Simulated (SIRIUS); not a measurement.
**MgTe under changes of volume**

One of the cells (34.436 Å³/atom); the others are scaled copies at fixed shape and fractional positions:

```
CELL_PARAMETERS angstrom
0.00000 3.25340 3.25340
3.25340 0.00000 3.25340
3.25340 3.25340 0.00000
ATOMIC_POSITIONS crystal
Te 0.25000 0.25000 0.25000
Mg 0.00000 0.00000 0.00000
```

The cell comes from a database or a generator and needn't be the stable form of this composition.

* Program: SIRIUS 7.12.0
* Functional: PBEsol
* Potentials or basis: PseudoDojo 0.4.1 PBEsol standard (scalar relativistic)
* Cutoff: 1152 eV
* Density cutoff: 4606 eV
* k mesh: 7 × 7 × 7
* Occupations: fermi-dirac, width 0.05 eV
* Spin: no spin polarisation

| volume (Å³/atom) | energy over the lowest point (meV/atom) | pressure (GPa) | gap on the mesh (eV) |
| --- | --- | --- | --- |
| 31.735 | 9.75 | 2.0 | 2.56 |
| 32.410 | 3.08 | 1.1 | 2.47 |
| 33.086 | 0.00 | 0.3 | 2.38 |
| 34.436 | 3.22 | -1.1 | 2.21 |
| 35.111 | 8.91 | -1.7 | 2.12 |
| 35.787 | ? | ? | ? |

Question: What does the run at 35.787 Å³/atom give?

Answer: Energy over the lowest point 16.97 meV/atom; pressure -2.2 GPa; gap on the mesh 2.05 eV.

Worked out: A Birch-Murnaghan fit of order 3 (a polynomial in V^(-2/3)) to the other rows has its minimum at 33.39 Å³/atom with B0 = V·E''(V) = 36 GPa and B' = 4.2. It gives 16.98 meV/atom at 35.787 Å³/atom, against the run's 16.97, and -dE/dV = -2.2 GPa, against -2.2. A straight line through the other rows of the gap, of slope -4.33 eV per unit of ln V, extrapolates to 2.04 eV, against the run's 2.05.

Energies are extrapolated to zero smearing.

Caveats: spin-orbit coupling is left out, which moves the levels of the heavy elements; an odd mesh through Γ misses points on the zone boundary, where band edges often lie.
